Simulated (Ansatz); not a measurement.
**Ansatz run, Be**

input.yaml (Ansatz 0.2.0)

```yaml
crystal:
  lattice:
    - [0.0, 1.574077, 1.574077]
    - [1.574077, 0.0, 1.574077]
    - [1.574077, 1.574077, 0.0]
  atoms:
    - { symbol: Be, position: [0.0, 0.0, 0.0] }
  symmetry: { tolerance: 0.0003 }
kpoints:
  mp_grid: { grid: [14, 14, 14], shift: [0, 0, 0] }
  band_path:
    path:
      - [0.0, 0.0, 0.0]
      - [0.5, 0.0, 0.5]
      - [0.625, 0.25, 0.625]
      - [0.375, 0.375, 0.75]
      - [0.0, 0.0, 0.0]
      - [0.5, 0.5, 0.5]
      - [0.5, 0.25, 0.75]
      - [0.5, 0.0, 0.5]
    npoints: 8
magnetization:
  spin_polarized: false
scf:
  occupations: { method: gaussian, width: 0.0149 }
  lower_state_search: "off"
  max_iter: 200
hamiltonian:
  pseudopotentials: { kind: paw }
  xc: pbe
basis:
  ecutwfc: 420
  fft_grid_basis: typed
output:
  forces: true
  stress: true
  eigenvalues: true
  bader: true
  populations: true
  elf: true
  write_potential: true
  volumetric_format: npy
  dos:
    e_range: [-12, 8]
    de: 0.05
    projected: { site_lists: { Be: [Be] } }
checkpoint:
  read: saved_state
```

The run starts from an earlier solution of this cell. 

Excerpt of what it printed:

```
SCF iter   1: F=—  Δρ=3.82e-4  dr2=4.94e-6
SCF iter   2: F=—  Δρ=1.91e-4  dr2=1.24e-6
SCF iter   3: F=-92.6783 eV  Δρ=6.00e-7  dr2=6.58e-12
Free energy (F): -92.6783 eV
Harris-Foulkes:  -92.6783 eV  (|F-HF|=1.45e-11)
Internal energy: -92.6783 eV  (E = F + TS)
E sigma→0 (E₀):  -92.6783 eV
Fermi energy:    8.6821 eV
--- Per-component energies (eV) ---
  E_band       = 6.3923
  E_kinetic    = 21.3931
  E_local      = 2.9339  (includes V_loc(G=0)·N_el)
  E_nonlocal   = 4.3326
  E_hartree    = 0.0225
  E_xc         = -19.8527
  E_vxc        = -20.8960  (∫ρ·V_xc dr)
  E_paw        = -59.5654  (= ΣΔE_a)
  E_vpaw       = -1.4162  (= ΣTr[D̂ρ^β])
  E_aug_tail   =  0.0000  (compensation charges beyond the density's cutoff)
  E_ewald      = -41.9423
  E_smearing   =  0.0000  (= −TS)
--- Stress (GPa, compression-positive) ---
        0.9234       0.0000       0.0000
        0.0000       0.9234       0.0000
        0.0000       0.0000       0.9234
  P = ⅓ Tr σ = 0.9234 GPa (9.234 kbar)
--- Löwdin populations: 1 site ---
  site symbol       q [e]
     0     Be      1.2460
  spilling = 0.3770 (of n_electrons = 2.0000)
--- Bader charges: 1 site ---
  site symbol  charge [e]  shift [e]
     0     Be      0.0000     0.0000
```

Origin: a known structure type with other elements, at an estimated volume, so it need not be a known compound.
